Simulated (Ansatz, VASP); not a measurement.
# One calculation of MnO2, two programs

File INCAR:

```
SYSTEM = MnO2
PREC = Accurate
ENCUT = 520
EDIFF = 1E-7
ISMEAR = -1
SIGMA = 0.05
LREAL = .FALSE.
LASPH = .TRUE.
NELM = 120
ALGO = Normal
ISIF = 2
LWAVE = .FALSE.
LCHARG = .FALSE.
ISPIN = 2
MAGMOM = 4 0 0
LORBIT = 11
LMAXMIX = 4
GGA = PE
NBANDS = 24
```

The input KPOINTS:

```
Automatic mesh
0
G
  11 11 6
  0 0 0
```

Contents of POSCAR:

```
MnO2
1.0
    2.8374059371      0.0000000000      0.0000000000
   -1.4187029685      2.4572656224      0.0000000000
    0.0000000000      0.0000000000      4.5704914233
Mn O
1 2
Direct
    0.0000000000      0.0000000000      0.5000000000
    0.3333333333      0.6666666667      0.7062925700
    0.6666666667      0.3333333333      0.2937074300
```

input.yaml

```yaml
crystal:
  lattice:
    - [2.8374059371, 0.0, 0.0]
    - [-1.4187029685, 2.4572656224, 0.0]
    - [0.0, 0.0, 4.5704914233]
  atoms:
    - { symbol: Mn, position: [0.0, 0.0, 0.5], spin: 4.0 }
    - { symbol: O, position: [0.3333333333, 0.6666666667, 0.70629257] }
    - { symbol: O, position: [0.6666666667, 0.3333333333, 0.29370743] }
hamiltonian:
  xc: pbe
  pseudopotentials: { kind: paw }
magnetization:
  spin_polarized: true
kpoints:
  mp_grid: { grid: [11, 11, 6] }
scf:
  occupations: { method: fermi_dirac, width: 0.05 }
output:
  forces: true
  stress: true
  eigenvalues: true
  write_density: true
  write_potential: true
  elf: true
  volumetric_format: npy
```

Change from the starting cell: volume scaled by 0.98.

Alike in both runs: task single point; functional PBE; k mesh 11 × 11 × 6; occupations fermi-dirac, width 0.05 eV; collinear spin, ferromagnetic start.

|  | VASP | Ansatz |
| --- | --- | --- |
| version | VASP 6.6.1 | Ansatz 0.2.0 |
| potentials or method | VASP PAW PBE potentials, release 64 (Mn_pv, O) | Ansatz PAW |
| plane-wave cutoff (eV) | 520 | 420 |
| valence electrons in the cell | 25 | 27 |

|  | VASP | Ansatz | Ansatz less VASP |
| --- | --- | --- | --- |
| gap on the k mesh at the Fermi level (eV) | 0.73 | 0.77 | +0.036 |
| least direct gap on the mesh (eV) | 0.79 | 0.82 | +0.036 |
| pressure (GPa) | 10.3 | 9.2 | -1.13 |
| largest component of the traceless stress (GPa) | 2.09 | 1.65 | -0.436 |
| rms of the force components (eV/Å) | 0.291 | 0.245 | -0.0458 |
| net moment per atom (μB) | 1.00 | 1.00 | 0.000 |
| size of the moment on the site where the two differ most (μB) | 2.81 | 2.47 | -0.350 |

Site moments also hang on the region over which each program counts them. Atom by atom the forces differ by 0.046 eV/Å (rms over components). The two sets of potentials don't hold the same shells in valence.

Caveats: a cell with one magnetic atom can't hold antiferromagnetic order, which such compounds often take; an odd mesh through Γ misses points on the zone boundary, where band edges often lie (VASP); odd divisions of the mesh miss points on the zone boundary, where band edges often lie, so the gap on the mesh can be too wide (Ansatz); the pressure holds a Pulay correction of +0.8 GPa for the finite cutoff (Ansatz).
